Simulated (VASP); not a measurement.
A run of VASP 6.6.1:

File run.py:

```python
from ase.calculators.vasp import Vasp
from ase.filters import UnitCellFilter
from ase.io import read
from ase.optimize import BFGS

atoms = read('P.xyz')
atoms.set_initial_magnetic_moments([0.5, 0.5])
calc = Vasp(
    directory='calc',
    xc='lda',
    pp='LDA',
    setups='recommended',
    prec='Accurate',
    encut=600,
    ediff=1e-06,
    ismear=-5,
    sigma=0.05,
    lreal=False,
    lasph=True,
    nelm=80,
    algo='Normal',
    isif=2,
    lwave=False,
    lcharg=False,
    ispin=2,
    lorbit=11,
    kpts=[9, 9, 9],
    gamma=False,
)
atoms.calc = calc
opt = BFGS(UnitCellFilter(atoms), trajectory='relax.traj')
converged = opt.run(fmax=0.02, steps=40)
print('converged:', converged)

print('energy (eV):', atoms.get_potential_energy())
print('free energy (eV):', atoms.get_potential_energy(force_consistent=True))
print('forces (eV/A):')
print(atoms.get_forces())
print('stress (eV/A^3, Voigt):', atoms.get_stress())
print('Fermi level (eV):', calc.get_fermi_level())
print('moment (muB):', atoms.get_magnetic_moment())
print('site moments (muB):', atoms.get_magnetic_moments())
print('cell (A, degrees):', atoms.cell.cellpar())
print('volume (A^3):', atoms.get_volume())
print('scaled positions:')
print(atoms.get_scaled_positions())
```

File P.xyz:

```xyz
2
Lattice="1.7257251780 0.9963478961 3.1296800121 -1.7257251780 0.9963478961 3.1296800121 0.0000000000 -1.9926957921 3.1296800121" Properties=species:S:1:pos:R:3 pbc="T T T"
P     -0.0154901092      0.0121534517      7.2383677475
P     -0.0058122424      0.0009564940      2.1337438496
```

Potentials or basis: VASP PAW LDA potentials, release 64 (P).

Launch:

```sh
$ python run.py
```

Hardware: 1 thread of AMD EPYC 9R45 (Zen 5) (shared host).

How long does it take, and how much memory?

Wall time 23 min on 1 thread of AMD EPYC 9R45 (Zen 5) (shared host), peak memory 0.26 GiB. Counts: scf iterations 14, k points 365, ion steps 10.
